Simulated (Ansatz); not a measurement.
## Work and stress of cleavage in Be

Method: DFT PBE, scalar-relativistic, plane waves, PAW (Ansatz 0.2.0). The runs took a 420 eV cutoff, a Γ-centred 28×28×6 mesh and Gaussian smearing (0.15 eV). No spin polarisation. Energies are free energies at this smearing, counted from the undisturbed cell; pressure is positive in compression.

Reference structure (relaxed at this level; this bcc form isn't the usual structure):

```xyz
6
Lattice="-1.2502 1.2502 -1.2502 -1.2502 -1.2502 1.2502 0.0000 7.5013 7.5013" Properties=species:S:1:pos:R:3 pbc="T T T"
Be    0.0000    6.8761    6.8761
Be   -1.2502    0.6250    0.6250
Be    0.0000    1.8752    1.8752
Be   -1.2502    3.1254    3.1254
Be    0.0000    4.3756    4.3756
Be   -1.2502    5.6258    5.6258
```

The cut lies on the cell's a–b face, a (0 1 1) plane (indices in the standard cell, whose axes needn't be the Cartesian ones shown) of area 4.42 Å², between layers 1.77 Å apart. Vector c is lengthened by d along the normal with the atoms' Cartesian places fixed: one unrelaxed cut a cell. The traction is positive where the two halves pull on each other.

```csv
d (Å),energy (J/m²),traction (GPa)
-0.30,0.91,-70.2
-0.15,0.20,-28.2
0.00,0.00,0.1
0.25,0.35,23.4
0.50,0.96,22.9
0.75,1.44,14.6
1.00,1.70,7.6
1.50,1.91,2.1
2.00,1.98,0.9
3.00,2.02,0.2
6.00,2.04,0.0
```

What are the work of separation and the cleavage stress, and do they fit the universal binding curve?

The energy levels off near W ≈ 2.04 J/m² (the traction is down to 0.0 GPa), the energy of the two unrelaxed faces, 1.02 J/m² each on average. The largest sampled traction is 23.4 GPa at d = 0.25 Å, and a parabola through it and its two neighbours peaks at σ_max ≈ 26.2 GPa, d ≈ 0.37 Å. The curve E = W[1 − (1 + d/ℓ)exp(−d/ℓ)] peaks in traction at d = ℓ with σ_max = W/(eℓ); with 1 J/m² per Å = 10 GPa this W and σ_max give ℓ = 0.29 Å. A parabola through that curve at the same three d peaks at 0.34 Å, against 0.37 Å here, a fair fit. Real crystals break at far lower stress, because cracks concentrate it, and on the plane of lowest W, which needn't be this one.

The cut is rigid; relaxing the faces lowers these energies and usually the stresses.

In a metal these slopes depend on the k mesh and the smearing.

Cost: 11 runs of about 6.3 core-minutes in all, on Arm Neoverse V1 (shared hosts).